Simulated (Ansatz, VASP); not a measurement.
**BAs in VASP and in Ansatz**

INCAR

```
ALGO = Normal
EDIFF = 1E-6
ENCUT = 520
GGA = PE
ISIF = 2
ISMEAR = 0
LASPH = T
LCHARG = F
LREAL = F
LWAVE = F
NBANDS = 11
NELM = 80
PREC = Accurate
SIGMA = 0.1
```

Contents of KPOINTS:

```
k-points
0
Gamma
  6 6 6
```

File POSCAR:

```
BAs
1.0
    3.1950492200      0.0000000000      0.0000000000
    0.0000000000      3.1950492200      0.0000000000
    0.0000000000      0.0000000000      3.1950492200
B As
1 1
Direct
    0.0000000000      0.0000000000      0.0000000000
    0.5000000000      0.5000000000      0.5000000000
```

Input for Ansatz:

```yaml
crystal:
  lattice:
    - [3.19504922, 0.0, 0.0]
    - [0.0, 3.19504922, 0.0]
    - [0.0, 0.0, 3.19504922]
  atoms:
    - { symbol: B, position: [0.0, 0.0, 0.0] }
    - { symbol: As, position: [0.5, 0.5, 0.5] }
basis:
  ecutwfc: 420
kpoints:
  mp_grid: { grid: [6, 6, 6] }
hamiltonian:
  xc: pbe
scf:
  occupations: { method: gaussian, width: 0.1 }
  lower_state_search: "off"
output:
  forces: true
  stress: true
  eigenvalues: true
```

Change from the starting cell: species swapped into the SmAg type (Pm-3m, No. 221).

Alike in both runs: task single point; functional PBE; k mesh 6 × 6 × 6; occupations gaussian, width 0.1 eV; no spin polarisation.

```csv
,VASP,Ansatz
version,VASP 6.6.1,Ansatz 0.2.0
potentials or method,"VASP PAW PBE potentials, release 64 (B, As)","scalar-relativistic, plane waves, PAW"
plane-wave cutoff (eV),520,420
valence electrons in the cell,8,18
```

```tsv
	VASP	Ansatz	Ansatz less VASP
gap on the k mesh at the Fermi level (eV)	none	none	-
pressure (GPa)	-15.6	-15.6	0.00
```

A gap of «none» marks a metal or a gap that the smearing closes. The two sets of potentials don't hold the same shells in valence.

Caveats: so large a pressure means that the cell lies far from this level's equilibrium, or that cutoff or potentials fall short (VASP).
